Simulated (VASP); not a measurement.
# TiO₂: convergence, self-consistent run

TiO₂, Cm (no. 8), 6 atoms in the cell. PBE; PAW potentials Ti_sv, O (PBE set). VASP 6.6.1. The cell is changed on purpose: last atom moved by 0.08 Å along z, cell strained by +1.0% along z.

Wanted: stress within 0.2 GPa.

What the run is for: stress; Accuracy asked: standard.

POSCAR:
```
TiO2
1.0
    4.5998373239      0.0000000000      0.0000000000
    0.0000000000      4.5998373239      0.0000000000
    0.0000000000      0.0000000000      2.9888056956
Ti O
2 4
Direct
    0.0000000000      0.0000000000      0.5000000000
    0.5000000000      0.5000000000      0.0000000000
    0.3043213200      0.3043213200      0.5000000000
    0.1956786800      0.8043213200      0.0000000000
    0.8043213200      0.1956786800      0.0000000000
    0.6956786800      0.6956786800      0.5270342100
```

The series start from Plane-wave cutoff (eV): 520; k-point mesh: 5 × 5 × 8; Precision mode (PREC): Accurate; Electronic threshold (eV): 1e-6; Bands in all (NBANDS): 38; Aspherical gradient terms in the spheres (LASPH): yes; Electronic algorithm: ALGO=Normal; Delay and inner steps: defaults; Support grid and gradient cutoff: ADDGRID=False GGA_COMPAT=False. Each series keeps the choices made before it, and each single choice may use up half of a tolerance.

## Plane-wave cutoff (eV)

| Plane-wave cutoff (eV) | Stress, largest deviation (GPa) | SCF iterations | Time (s) |
|---|---|---|---|
| 320 | 34.05 | 17 | 13 |
| 400 | 6.72 | 19 | 18 |
| 460 | 1.19 | 20 | 23 |
| 520 | 0.08 | 20 | 32 |
| 600 | 0.30 | 19 | 34 |
| 700 | 0.37 | 20 | 42 |
| 840 (reference) | 0.00 | 20 | 60 |

Chosen: 840; the next looser run is off by more than half of the tolerance, so convergence isn't shown beyond this value.

## k-point mesh

| k-point mesh | Stress, largest deviation (GPa) | SCF iterations | Time (s) |
|---|---|---|---|
| 2 × 2 × 3 | 0.63 | 21 | 11 |
| 3 × 3 × 4 | 0.30 | 20 | 19 |
| 3 × 3 × 5 | 0.12 | 20 | 18 |
| 4 × 4 × 6 | 0.02 | 20 | 36 |
| 5 × 5 × 8 | 0.01 | 20 | 60 |
| 6 × 6 × 9 | 0.01 | 20 | 91 |
| 8 × 8 × 12 (reference) | 0.00 | 20 | 207 |

Chosen: 4 × 4 × 6, the loosest value from which every tighter one stays within half of the tolerance.

## Precision mode (PREC)

| Precision mode (PREC) | Stress, largest deviation (GPa) | SCF iterations | Time (s) |
|---|---|---|---|
| SingleN | 0.01 | 20 | 19 |
| Normal | 0.00 | 20 | 20 |
| Single | 0.01 | 20 | 32 |
| Accurate (reference) | 0.00 | 20 | 36 |

Chosen: SingleN.

## Electronic threshold (eV)

| Electronic threshold (eV) | Stress, largest deviation (GPa) | SCF iterations | Time (s) |
|---|---|---|---|
| 0.001 | 1.29 | 14 | 14 |
| 0.0001 | 0.69 | 15 | 20 |
| 1e-5 | 0.47 | 16 | 21 |
| 1e-6 | 0.03 | 20 | 19 |
| 1e-7 | 0.00 | 22 | 22 |
| 1e-8 (reference) | 0.00 | 23 | 22 |

Chosen: 1e-6.

## Bands in all (NBANDS)

| Bands in all (NBANDS) | Stress, largest deviation (GPa) | SCF iterations | Time (s) |
|---|---|---|---|
| 25 | 0.06 | 15 | 10 |
| 26 | 0.01 | 16 | 12 |
| 28 | 0.02 | 16 | 12 |
| 30 | 0.02 | 17 | 13 |
| 38 | 0.04 | 20 | 19 |
| 52 (reference) | 0.00 | 19 | 25 |

Chosen: 25.

## Aspherical gradient terms in the spheres (LASPH)

| Aspherical gradient terms in the spheres (LASPH) | Stress, largest deviation (GPa) | SCF iterations | Time (s) |
|---|---|---|---|
| no | 0.01 | 15 | 9.9 |
| yes (reference) | 0.00 | 15 | 10 |

Chosen: no.

## Electronic algorithm

| Electronic algorithm | Stress, largest deviation (GPa) | SCF iterations | Time (s) |
|---|---|---|---|
| ALGO=Normal | 0.00 | 15 | 9.9 |
| ALGO=Fast | 0.09 | 23 | 17 |
| ALGO=VeryFast | no result | 120 | 77 |
| ALGO=All ISEARCH=1 | 0.06 | 27 | 14 |
| ALGO=All ISEARCH=0 | 0.06 | 27 | 13 |
| ALGO=Damped TIME=0.4 | 0.05 | 105 | 33 |
| ALGO=Damped TIME=0.1 | no result | 120 | 37 |
| ALGO=Old Fast | 0.07 | 23 | 14 |

Chosen: ALGO=Normal; no other choice that stays within half of the tolerance saves 30 % of the time.

## Delay and inner steps

| Delay and inner steps | Stress, largest deviation (GPa) | SCF iterations | Time (s) |
|---|---|---|---|
| defaults | 0.00 | 15 | 9.9 |
| NELMDL=-2 | 0.01 | 19 | 12 |
| NELMDL=-8 | 0.00 | 18 | 10 |
| NELMDL=-12 | 0.03 | 23 | 12 |
| NRMM=2 | 0.05 | 16 | 8.0 |
| NRMM=6 | 0.01 | 15 | 9.8 |
| WEIMIN=0.001 | 0.00 | 15 | 9.1 |

Chosen: NRMM=2; it saves 1.9 s of 9.9, so defaults would do nearly as well.

## Support grid and gradient cutoff

| Support grid and gradient cutoff | Stress, largest deviation (GPa) | SCF iterations | Time (s) |
|---|---|---|---|
| ADDGRID=False GGA_COMPAT=False | 0.00 | 16 | 8.0 |
| ADDGRID=True GGA_COMPAT=False | 0.00 | 16 | 8.6 |
| ADDGRID=False GGA_COMPAT=True | 0.00 | 16 | 8.8 |

Chosen: ADDGRID=False GGA_COMPAT=False.

## All choices together

| Input | Stress, largest deviation (GPa) | Time (s) |
|---|---|---|
| the program's defaults (naive) | 7.13 | 2.1 |
| chosen settings | 0.02 | 8.0 |
| reference settings throughout | 0.00 | 269 |

The chosen settings stay within the tolerance of the reference run, but the reference itself isn't shown to be converged in: Plane-wave cutoff (eV).

Values of the reference run: Stress: 3.753, 0.1573, -0.9683, 0.1573, 3.753, -0.9683, -0.9683, -0.9683, 0.02246 GPa.

## The input

INCAR:
```
GGA = PE
ISMEAR = 0
SIGMA = 0.03
LWAVE = F
LCHARG = F
ISIF = 2
PREC = SingleN
LASPH = F
LREAL = F
ALGO = Normal
EDIFF = 1E-6
NELM = 120
GGA_COMPAT = F
ENCUT = 840
EFERMI = MIDGAP
KPAR = 4
NBANDS = 25
NRMM = 2
ADDGRID = F
```

KPOINTS:
```
Automatic mesh
0
Gamma
  4 4 6
  0 0 0
```

Commands:
```
cat potpaw_PBE.64/Ti_sv/POTCAR potpaw_PBE.64/O/POTCAR > POTCAR
mpirun -np 4 vasp_std > vasp.out
```

The chosen input took VASP 6.6.1 8.0 s on 4 cores (AMD EPYC 9R45 (Zen 5)), a shared host.

## An input that fails: cutoff far too low

It runs to its end, but against the unchanged starting input it is off by 157.83 GPa in the stress.

Changes against the starting input:
```
- NELM = 120
- ENCUT = 520
+ NELM = 81
+ ENCUT = 220
```
